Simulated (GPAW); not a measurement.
Wanted: an ASE script for a GPAW 26.7.0 run.

```
Task                : equation of state
Functional          : mBEEF
Potentials or basis : GPAW PAW data sets (gpaw-data 1.2.1)
Cutoff              : 600 eV
Basis               : pw
k mesh              : 7 × 7 × 7
Occupations         : fermi-dirac, width 0.05 eV
Spin                : no spin polarisation
Maxiter             : 150
Eos scales          : [0.94, 0.96, 0.98, 1.0, 1.02, 1.04, 1.06]
```

The structure of ZnS lies in ZnS.cif:

```cif
data_ZnS
_cell_length_a 5.40400000
_cell_length_b 5.40400000
_cell_length_c 5.40400000
_cell_angle_alpha 90.00000000
_cell_angle_beta 90.00000000
_cell_angle_gamma 90.00000000
_space_group_name_H-M_alt 'F-43m'
_space_group_name_Hall 'F -4 2 3'
_space_group_IT_number 216
loop_
_space_group_symop_operation_xyz
'x,y,z'
'y,-x,-z'
'-x,-y,z'
'-y,x,-z'
'x,-y,-z'
'y,x,z'
'-x,y,-z'
'-y,-x,z'
'z,x,y'
'-z,y,-x'
'z,-x,-y'
'-z,-y,x'
'-z,x,-y'
'z,y,x'
'-z,-x,y'
'z,-y,-x'
'y,z,x'
'-x,-z,y'
'-y,z,-x'
'x,-z,-y'
'-y,-z,x'
'x,z,y'
'y,-z,-x'
'-x,z,-y'
'x,y+1/2,z+1/2'
'y,-x+1/2,-z+1/2'
'-x,-y+1/2,z+1/2'
'-y,x+1/2,-z+1/2'
'x,-y+1/2,-z+1/2'
'y,x+1/2,z+1/2'
'-x,y+1/2,-z+1/2'
'-y,-x+1/2,z+1/2'
'z,x+1/2,y+1/2'
'-z,y+1/2,-x+1/2'
'z,-x+1/2,-y+1/2'
'-z,-y+1/2,x+1/2'
'-z,x+1/2,-y+1/2'
'z,y+1/2,x+1/2'
'-z,-x+1/2,y+1/2'
'z,-y+1/2,-x+1/2'
'y,z+1/2,x+1/2'
'-x,-z+1/2,y+1/2'
'-y,z+1/2,-x+1/2'
'x,-z+1/2,-y+1/2'
'-y,-z+1/2,x+1/2'
'x,z+1/2,y+1/2'
'y,-z+1/2,-x+1/2'
'-x,z+1/2,-y+1/2'
'x+1/2,y,z+1/2'
'y+1/2,-x,-z+1/2'
'-x+1/2,-y,z+1/2'
'-y+1/2,x,-z+1/2'
'x+1/2,-y,-z+1/2'
'y+1/2,x,z+1/2'
'-x+1/2,y,-z+1/2'
'-y+1/2,-x,z+1/2'
'z+1/2,x,y+1/2'
'-z+1/2,y,-x+1/2'
'z+1/2,-x,-y+1/2'
'-z+1/2,-y,x+1/2'
'-z+1/2,x,-y+1/2'
'z+1/2,y,x+1/2'
'-z+1/2,-x,y+1/2'
'z+1/2,-y,-x+1/2'
'y+1/2,z,x+1/2'
'-x+1/2,-z,y+1/2'
'-y+1/2,z,-x+1/2'
'x+1/2,-z,-y+1/2'
'-y+1/2,-z,x+1/2'
'x+1/2,z,y+1/2'
'y+1/2,-z,-x+1/2'
'-x+1/2,z,-y+1/2'
'x+1/2,y+1/2,z'
'y+1/2,-x+1/2,-z'
'-x+1/2,-y+1/2,z'
'-y+1/2,x+1/2,-z'
'x+1/2,-y+1/2,-z'
'y+1/2,x+1/2,z'
'-x+1/2,y+1/2,-z'
'-y+1/2,-x+1/2,z'
'z+1/2,x+1/2,y'
'-z+1/2,y+1/2,-x'
'z+1/2,-x+1/2,-y'
'-z+1/2,-y+1/2,x'
'-z+1/2,x+1/2,-y'
'z+1/2,y+1/2,x'
'-z+1/2,-x+1/2,y'
'z+1/2,-y+1/2,-x'
'y+1/2,z+1/2,x'
'-x+1/2,-z+1/2,y'
'-y+1/2,z+1/2,-x'
'x+1/2,-z+1/2,-y'
'-y+1/2,-z+1/2,x'
'x+1/2,z+1/2,y'
'y+1/2,-z+1/2,-x'
'-x+1/2,z+1/2,-y'
loop_
_atom_site_label
_atom_site_type_symbol
_atom_site_symmetry_multiplicity
_atom_site_Wyckoff_symbol
_atom_site_fract_x
_atom_site_fract_y
_atom_site_fract_z
_atom_site_occupancy
Zn1 Zn 4 c 0.2500000000 0.2500000000 0.2500000000 1
S1 S 4 a 0.0000000000 0.0000000000 0.0000000000 1
```

These files were run (other wordings do the same):

run.py

```python
import spglib
from ase import Atoms
from ase.eos import EquationOfState
from ase.io import Trajectory, read
from ase.units import GPa
from gpaw import GPAW, PW

atoms = read('ZnS.cif')
cell, positions, numbers = spglib.find_primitive(
    (atoms.cell[:], atoms.get_scaled_positions(), atoms.numbers), symprec=1e-4)
atoms = Atoms(numbers, cell=cell, scaled_positions=positions, pbc=True)

traj = Trajectory('eos.traj', 'w')
volumes, energies = [], []
for x in [0.94, 0.96, 0.98, 1.0, 1.02, 1.04, 1.06]:
    a = atoms.copy()
    a.set_cell(atoms.cell * x**(1 / 3), scale_atoms=True)
    calc = GPAW(mode=PW(600),
                xc='mBEEF',
                kpts={'size': (7, 7, 7), 'gamma': True},
                occupations={'name': 'fermi-dirac', 'width': 0.05},
                nbands=18,
                convergence={'density': 1e-05, 'energy': 1e-05},
                maxiter=150,
                txt=f'eos-{x:.2f}.txt')
    a.calc = calc
    energies.append(a.get_potential_energy(force_consistent=True))
    volumes.append(a.get_volume())
    p = -a.get_stress()[:3].mean() / GPa
    calc.write(f'eos-{x:.2f}.gpw')
    traj.write(a)
    print(f'{x:.2f} {volumes[-1]:10.4f} A^3 {energies[-1]:14.6f} eV {p:9.3f} GPa', flush=True)

v0, e0, B = EquationOfState(volumes, energies, eos='birchmurnaghan').fit()
print(f'V0 = {v0:.4f} A^3, E0 = {e0:.6f} eV, B0 = {B / GPa:.2f} GPa')
```

Potentials or basis: GPAW PAW data sets (gpaw-data 1.2.1), pw.

Launch:

```sh
$ OMP_NUM_THREADS=1 python run.py
```

It gave:

```json
{
  "Equilibrium volume": "19.95 Å³/atom (rough: see the caveat)",
  "Bulk modulus": "74 GPa (rough)"
}
```

Caveat: the points scatter about the fit; the PAW data sets were made with another functional, which shifts forces and pressure a little.

Run time: 6 min on 1 thread of Arm Neoverse V1 (shared host), peak memory 0.75 GiB.
